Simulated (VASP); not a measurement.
# SnSe2 (P-3m1) in VASP: further runs

Runs on SnSe2. Level: LDA. Tasks: single point.

All numbers are computed with VASP 6.6.1; they aren't measurements. Logs are shortened: lines on timing, memory, paths and dates and some standing lists are left out, and cuts for length are marked.

## Step 1: Starting point

The structure is trigonal, space group P-3m1 (No. 164). Conventional cell: a = 3.811 Å, b = 3.811 Å, c = 6.136 Å, α = 90.00°, β = 90.00°, γ = 120.00°. Sn (site symmetry -3m) is surrounded by 6 Se at 2.68 Å. Se (site symmetry 3m) is surrounded by 3 Sn at 2.68 Å.

## Step 2: Single point, LDA

Contents of INCAR:

```
SYSTEM = SnSe2
PREC     = Accurate       ! precision mode
ENCUT    = 550            ! plane-wave cutoff, eV
EDIFF    = 1E-7           ! SCF threshold, eV
ISMEAR   = 0              ! smearing method
SIGMA    = 0.05           ! smearing width, eV
LREAL    = Auto         
LASPH    = .True.         ! aspherical terms in the spheres
NELM     = 100            ! most SCF steps
ALGO     = Normal         ! electronic algorithm
ISIF     = 2              ! what is computed and relaxed
LWAVE    = .False.        ! write WAVECAR
LCHARG   = .False.        ! write CHGCAR
NBANDS   = 20             ! bands
ADDGRID  = .False.
```

Contents of KPOINTS:

```
regular mesh
0
Gamma
  10 10 6
  0 0 0
```

Contents of POSCAR:

```
SnSe2
1.0
    3.8110000000      0.0000000000      0.0000000000
   -1.9055000000      3.3004228138      0.0000000000
    0.0000000000      0.0000000000      6.1360000000
Sn Se
1 2
Direct
    0.0000000000      0.0000000000      0.0000000000
    0.6666666667      0.3333333333      0.7510000000
    0.3333333333      0.6666666667      0.2490000000
```

Potentials or basis: VASP PAW LDA potentials, release 64 (Sn_d, Se).

Command:

```bash
> cat potpaw_LDA.64/Sn_d/POTCAR potpaw_LDA.64/Se/POTCAR > POTCAR
> mpirun -np 1 vasp_std > vasp.out
```

OUTCAR:

```text
SYSTEM = SnSe2
   PREC = Accurate
   ENCUT = 550
   EDIFF = 1E-7
   ISMEAR = 0
   LREAL = Auto
   LASPH = .True.
   NELM = 100
   ISIF = 2

 Found     72 irreducible k-points:

 Following reciprocal coordinates:
            Coordinates               Weight
  0.000000  0.000000  0.000000      1.000000
  0.100000 -0.000000  0.000000      6.000000
  0.200000 -0.000000  0.000000      6.000000
  0.300000  0.000000  0.000000      6.000000
  0.400000 -0.000000  0.000000      6.000000
  0.500000 -0.000000  0.000000      3.000000
   k-points           NKPTS =     72   k-points in BZ     NKDIM =     72   number of bands    NBANDS=     20
   number of dos      NEDOS =    301   number of ions     NIONS =      3
   total plane-waves  NPLWV =  43200
   dimension x,y,z NGX =    30 NGY =   30 NGZ =   48
   dimension x,y,z NGXF=    60 NGYF=   60 NGZF=   96
   ions per type =               1   2
   NGX,Y,Z   is equivalent  to a cutoff of  13.09, 13.09, 13.00 a.u.
   NGXF,Y,Z  is equivalent  to a cutoff of  26.17, 26.17, 26.01 a.u.
 SYSTEM =  SnSe2
   PREC   = accura    normal or accurate (medium, high low for compatibility)
   ISTART =      0    job   : 0-new  1-cont  2-samecut
   ICHARG =      2    charge: 1-file 2-atom 10-const
   ISPIN  =      1    spin polarized calculation?
   LNONCOLLINEAR =      F non collinear calculations
   LSORBIT =      F    spin-orbit coupling
   LASPH  =      T    aspherical Exc in radial PAW
   ENCUT  =  550.0 eV  40.42 Ry    6.36 a.u.   7.29  7.29 11.73*2*pi/ulx,y,z
   NELM   =    100;   NELMIN=  2; NELMDL= -5     # of ELM steps
   EDIFF  = 0.1E-06   stopping-criterion for ELM
   LREAL  =      T    real-space projection
   EDIFFG = 0.1E-05   stopping-criterion for IOM
   NSW    =      0    number of steps for IOM
   IBRION =     -1    ionic relax: 0-MD 1-quasi-New 2-CG
   NFREE  =      0    steps in history (QN), initial steepest desc. (CG)
   ISIF   =      2    stress and relaxation
   ISYM   =      2    0-nonsym 1-usesym 2-fastsym
   POTIM  = 0.5000    time-step for ionic-motion
   TEBEG  =    0.0;   TEEND  =   0.0 temperature during run
   PSTRESS=    0.0 pullay stress
   NELECT =      26.0000    total number of electrons
   NUPDOWN=      -1.0000    fix difference up-down
   EMIN   =  10.00;   EMAX   =-10.00  energy-range for DOS
   EFERMI =   0.00;   METHOD = LEGACY
   ISMEAR =     0;   SIGMA  =   0.05  broadening in eV -4-tet -1-fermi 0-gaus
   EFERMI_NEDOS =   21; number of points for ismear=-14 and -15
   IALGO  =     38    algorithm
   IMIX   =      4    mixing-type and parameters
     AMIX     =   0.40;   BMIX     =  1.00
     AMIX_MAG =   1.60;   BMIX_MAG =  1.00
  volume/ion in A,a.u.               =      25.73       173.61
  Fermi-wavevector in a.u.,A,eV,Ry     =   1.139116  2.152617 17.654722  1.297585
  Thomas-Fermi vector in A             =   2.275820
   LORBIT       =      0    0 simple, 1 ext, 2 COOP (PROOUT), +10 PAW based schemes
   GGA     = CA    functional components
   LHFCALC =     F    Hartree Fock is set to
   AEXX    =    0.0000 exact exchange contribution
   IVDW    =     0    specifies the selected vdW correction
   LEPSILON=     F    determine dielectric tensor
   LRPA    =     F    only Hartree local field effects (RPA)
 non-spin polarized calculation
 Gauss-broadening in eV      SIGMA  =   0.05
  energy-cutoff  :      550.00
  volume of cell :       77.18
 maximum number of plane-waves:      2297
 NGX is ok and might be reduce to    30
   NGX = 15   NGY = 15   NGZ = 23

 number of electron      25.9999999 magnetization

 Free energy of the ion-electron system (eV)
  ---------------------------------------------------
  ext. energy  EPLUGINS =         0.00000000
  ---------------------------------------------------
  free energy    TOTEN  =       -13.75728413 eV

  energy without entropy =      -13.75728413  energy(sigma->0) =      -13.75728413

 E-fermi :   4.4428     XC(G=0):  -9.7812

 val. band max:        4.1337539832   @ k =   0.1000   0.1000   0.0000
 cond. band min:       4.7353653780   @ k =   0.5000  -0.0000   0.3333
 fundamental gap:      0.6016113948
 Fermi energy:         4.4427568944

 k-point     1 :       0.0000    0.0000    0.0000
  band No.  band energies     occupation
      1     -17.0907      2.00000
      2     -17.0907      2.00000
      3     -17.0471      2.00000
      4     -17.0325      2.00000
      5     -17.0325      2.00000
      6      -9.9457      2.00000
[... 12 lines left out ...]
     19      13.0311      0.00000
     20      13.0311      0.00000

 k-point     2 :       0.1000   -0.0000    0.0000
  band No.  band energies     occupation
      1     -17.0960      2.00000
      2     -17.0872      2.00000
      3     -17.0442      2.00000
      4     -17.0348      2.00000
      5     -17.0317      2.00000
      6      -9.8447      2.00000
[... 12 lines left out ...]
     19      12.4835      0.00000
     20      13.1490      0.00000

 k-point     3 :       0.2000   -0.0000    0.0000
  band No.  band energies     occupation
      1     -17.1110      2.00000
      2     -17.0794      2.00000
      3     -17.0429      2.00000
      4     -17.0330      2.00000
      5     -17.0281      2.00000
      6      -9.5506      2.00000
[... 12 lines left out ...]
     19      12.1022      0.00000
     20      13.3925      0.00000

 k-point     4 :       0.3000    0.0000    0.0000
  band No.  band energies     occupation
      1     -17.1307      2.00000
      2     -17.0731      2.00000
      3     -17.0491      2.00000
      4     -17.0217      2.00000
      5     -17.0202      2.00000
      6      -9.0978      2.00000
[... 12 lines left out ...]
     19      12.5323      0.00000
     20      13.5973      0.00000

 k-point     5 :       0.4000   -0.0000    0.0000
  band No.  band energies     occupation
      1     -17.1471      2.00000
      2     -17.0706      2.00000
      3     -17.0542      2.00000
      4     -17.0122      2.00000
      5     -17.0111      2.00000
      6      -8.5784      2.00000
[... 12 lines left out ...]
     19      13.4737      0.00000
     20      14.1764      0.00000

 k-point     6 :       0.5000   -0.0000    0.0000
  band No.  band energies     occupation
      1     -17.1535      2.00000
      2     -17.0702      2.00000
      3     -17.0560      2.00000
      4     -17.0086      2.00000
      5     -17.0071      2.00000
      6      -8.2691      2.00000
[... 12 lines left out ...]
     19      13.8812      0.00000
     20      14.6004      0.00000

 [... further k-points ...]

------------------------ aborting loop because EDIFF is reached ----------------------------------------

  FORCE on cell =-STRESS in cart. coord.  units (eV):
  Direction    XX          YY          ZZ          XY          YZ          ZX
  --------------------------------------------------------------------------------------
  -------------------------------------------------------------------------------------
  Total        0.1909574      0.1909574      1.0015132     -0.0000000      0.0000000      0.0000000
  in kB        3.9641787      3.9641787     20.7909053     -0.0000000      0.0000000      0.0000000
  external PRESSURE =       9.5730876 kB  Pullay stress =       0.0000000 kB

 VOLUME and BASIS-vectors are now :
 -----------------------------------------------------------------------------
  energy-cutoff  :      550.00
  volume of cell :       77.18
      direct lattice vectors                 reciprocal lattice vectors
     3.811000000  0.000000000  0.000000000     0.262398321  0.151495741  0.000000000
    -1.905500000  3.300422814  0.000000000     0.000000000  0.302991482  0.000000000
     0.000000000  0.000000000  6.136000000     0.000000000  0.000000000  0.162972621

 POSITION                                       TOTAL-FORCE (eV/Angst)
 -----------------------------------------------------------------------------------
      0.00000      0.00000      0.00000         0.000000      0.000000      0.000000
      1.90550      1.10014      4.60814        -0.000000     -0.000000     -0.505524
     -0.00000      2.20028      1.52786         0.000000      0.000000      0.505524
 -----------------------------------------------------------------------------------
    total drift:                                0.000000     -0.000000      0.000000

  FREE ENERGIE OF THE ION-ELECTRON SYSTEM (eV)
  ---------------------------------------------------
  free  energy   TOTEN  =       -13.7572841270 eV

  energy  without entropy=      -13.7572841270  energy(sigma->0) =      -13.75728413
```

Run time: 83 s. Hardware: 1 thread of Intel Xeon 6975P-C (Granite Rapids), shared host; peak memory 0.21 GiB.

The run converged, but some of its settings lie outside the range that counts as converged, so its numbers aren't taken as properties of the crystal.

Results:

```yaml
Free_energy: -13.7573 eV
Pressure: 1.0 GPa
Largest_force: 0.506 eV/Å
Band_gap_on_the_k_mesh: 0.60 eV, indirect (least direct gap 0.90 eV)
```

Caveat: spin-orbit coupling is left out, which moves the levels of the heavy elements.

## Step 3: Single point, LDA

INCAR is that of step 2.

KPOINTS is that of step 2.

Contents of POSCAR:

```
SnSe2
1.0
    3.8110000000      0.0000000000      0.0000000000
   -1.9055000000      3.3004228138      0.0000000000
    0.0000000000      0.0000000000      6.1360000000
Sn Se
1 2
Direct
    0.0255860000      0.0074750000      0.0043360000
    0.6613810000      0.3516810000      0.7467700000
    0.3595740000      0.6870860000      0.2661230000
```

Potentials or basis: VASP PAW LDA potentials, release 64 (Sn_d, Se).

Command:

```bash
> cat potpaw_LDA.64/Sn_d/POTCAR potpaw_LDA.64/Se/POTCAR > POTCAR
> mpirun -np 1 vasp_std > vasp.out
```

OUTCAR:

```text
SYSTEM = SnSe2
   PREC = Accurate
   ENCUT = 550
   EDIFF = 1E-7
   ISMEAR = 0
   LREAL = Auto
   LASPH = .True.
   NELM = 100
   ISIF = 2

 Found    304 irreducible k-points:

 Following reciprocal coordinates:
            Coordinates               Weight
  0.000000  0.000000  0.000000      1.000000
  0.100000 -0.000000  0.000000      2.000000
  0.000000  0.100000  0.000000      2.000000
 -0.100000  0.100000  0.000000      2.000000
  0.200000 -0.000000  0.000000      2.000000
  0.000000  0.200000  0.000000      2.000000
   k-points           NKPTS =    304   k-points in BZ     NKDIM =    304   number of bands    NBANDS=     20
   number of dos      NEDOS =    301   number of ions     NIONS =      3
   total plane-waves  NPLWV =  43200
   dimension x,y,z NGX =    30 NGY =   30 NGZ =   48
   dimension x,y,z NGXF=    60 NGYF=   60 NGZF=   96
   ions per type =               1   2
   NGX,Y,Z   is equivalent  to a cutoff of  13.09, 13.09, 13.00 a.u.
   NGXF,Y,Z  is equivalent  to a cutoff of  26.17, 26.17, 26.01 a.u.
 SYSTEM =  SnSe2
   PREC   = accura    normal or accurate (medium, high low for compatibility)
   ISTART =      0    job   : 0-new  1-cont  2-samecut
   ICHARG =      2    charge: 1-file 2-atom 10-const
   ISPIN  =      1    spin polarized calculation?
   LNONCOLLINEAR =      F non collinear calculations
   LSORBIT =      F    spin-orbit coupling
[... 55 lines left out ...]
 val. band max:        4.1847636634   @ k =   0.1000   0.1000   0.0000
 cond. band min:       4.5625714834   @ k =   0.4000  -0.4000   0.3333
 fundamental gap:      0.3778078200
 Fermi energy:         4.3719790424

 k-point     1 :       0.0000    0.0000    0.0000
  band No.  band energies     occupation
      1     -17.0539      2.00000
      2     -17.0498      2.00000
      3     -17.0080      2.00000
      4     -16.9977      2.00000
      5     -16.9969      2.00000
      6      -9.7610      2.00000
[... 127 lines left out ...]
     19      12.1269      0.00000
     20      13.4681      0.00000

 [... further k-points ...]

------------------------ aborting loop because EDIFF is reached ----------------------------------------

  FORCE on cell =-STRESS in cart. coord.  units (eV):
  Direction    XX          YY          ZZ          XY          YZ          ZX
  --------------------------------------------------------------------------------------
  -------------------------------------------------------------------------------------
  Total       -0.4909928     -0.5278321     -0.7002721      0.0876115     -0.1019751     -0.5279476
  in kB      -10.1927609    -10.9575258    -14.5372922      1.8187697     -2.1169514    -10.9599237
  external PRESSURE =     -11.8958597 kB  Pullay stress =       0.0000000 kB

 VOLUME and BASIS-vectors are now :
 -----------------------------------------------------------------------------
  energy-cutoff  :      550.00
  volume of cell :       77.18
      direct lattice vectors                 reciprocal lattice vectors
     3.811000000  0.000000000  0.000000000     0.262398321  0.151495741  0.000000000
    -1.905500000  3.300422814  0.000000000     0.000000000  0.302991482  0.000000000
     0.000000000  0.000000000  6.136000000     0.000000000  0.000000000  0.162972621

 POSITION                                       TOTAL-FORCE (eV/Angst)
 -----------------------------------------------------------------------------------
      0.08326      0.02467      0.02661        -0.379699      0.116825      0.274325
      1.85039      1.16070      4.58218         0.406610     -0.027685     -0.060715
      0.06109      2.26767      1.63293        -0.026911     -0.089139     -0.213609
 -----------------------------------------------------------------------------------
    total drift:                                0.002023     -0.007712     -0.000544

  FREE ENERGIE OF THE ION-ELECTRON SYSTEM (eV)
  ---------------------------------------------------
  free  energy   TOTEN  =       -13.7486689219 eV

  energy  without entropy=      -13.7486689217  energy(sigma->0) =      -13.74866892
```

stdout:

```text
POSCAR found type information on POSCAR SnSe
 POSCAR found :  2 types and       3 ions
 scaLAPACK will be used
 -----------------------------------------------------------------------------
|                                                                             |
|                                                                             |
|     You have a (more or less) 'small supercell' and for smaller cells       |
|     it is recommended to use the reciprocal-space projection scheme!        |
|     The real-space optimization is not efficient for small cells and it     |
|     is also less accurate ...                                               |
|     Therefore, set LREAL=.FALSE. in the INCAR file.                         |
|                                                                             |
 -----------------------------------------------------------------------------

 LDA part: xc-table for (Slater(with rela. corr.)+CA(PZ))
 , standard interpolation
 POSCAR, INCAR and KPOINTS ok, starting setup
 FFT: planning ... GRIDC
 FFT: planning ... GRID_SOFT
 FFT: planning ... GRID
 WAVECAR not read
 entering main loop
```

It took 5.3 min on 1 thread of Intel Xeon 6975P-C (Granite Rapids), shared host; peak memory 0.39 GiB.

These settings aren't checked as converged: the numbers below hold their error.

Results:

```
Free energy            : -13.7487 eV
Pressure               : -1.2 GPa
Largest force          : 0.483 eV/Å
Band gap on the k mesh : 0.38 eV, indirect (least direct gap 0.86 eV)
```

Caveat: spin-orbit coupling is left out, which moves the levels of the heavy elements.

## Step 4: Single point, LDA

INCAR, as its differences from that of step 3:

```diff
@@ -3,6 +3,6 @@
 ENCUT    = 550            ! plane-wave cutoff, eV
-EDIFF    = 1E-7           ! SCF threshold, eV
+EDIFF    = 1E-5           ! SCF threshold, eV
 ISMEAR   = 0              ! smearing method
 SIGMA    = 0.05           ! smearing width, eV
-LREAL    = Auto         
+LREAL    = .False.        ! projectors in reciprocal space
 LASPH    = .True.         ! aspherical terms in the spheres
```

KPOINTS is that of step 3.

Contents of POSCAR:

```
SnSe2
1.0
    3.8110000000      0.0000000000      0.0000000000
   -1.9055000000      3.3004228138      0.0000000000
    0.0000000000      0.0000000000      6.1360000000
Sn Se
1 2
Direct
    0.0000000000      0.0000000000      0.0000000000
    0.6666666667      0.3333333333      0.7510000000
    0.3333333333      0.6666666667      0.2490000000
```

Command:

```bash
> cat potpaw_LDA.64/Sn_d/POTCAR potpaw_LDA.64/Se/POTCAR > POTCAR
> mpirun -np 1 vasp_std > vasp.out
```

It took 42 s on 1 thread of Intel Xeon 6975P-C (Granite Rapids), shared host; peak memory 0.24 GiB.

The run converged, but some of its settings lie outside the range that counts as converged, so its numbers aren't taken as properties of the crystal.

What came out:

```yaml
Free_energy: -13.7564 eV
Pressure: 1.1 GPa
Largest_force: 0.506 eV/Å
Band_gap_on_the_k_mesh: 0.60 eV, indirect (least direct gap 0.90 eV)
```

Caveat: spin-orbit coupling is left out, which moves the levels of the heavy elements.

## Step 5: The reference run

An earlier run on the cell as given: functional PBEsol; potentials or basis VASP PAW PBE potentials, release 64 (Sn_d, Se); cutoff 520 eV; k mesh 8 × 8 × 5; occupations fermi-dirac, width 0.05 eV; no spin polarisation.

* Pressure: 2.6 GPa
* Largest force: 0.622 eV/Å
* Band gap on the k mesh: 0.73 eV, indirect (least direct gap 1.00 eV)
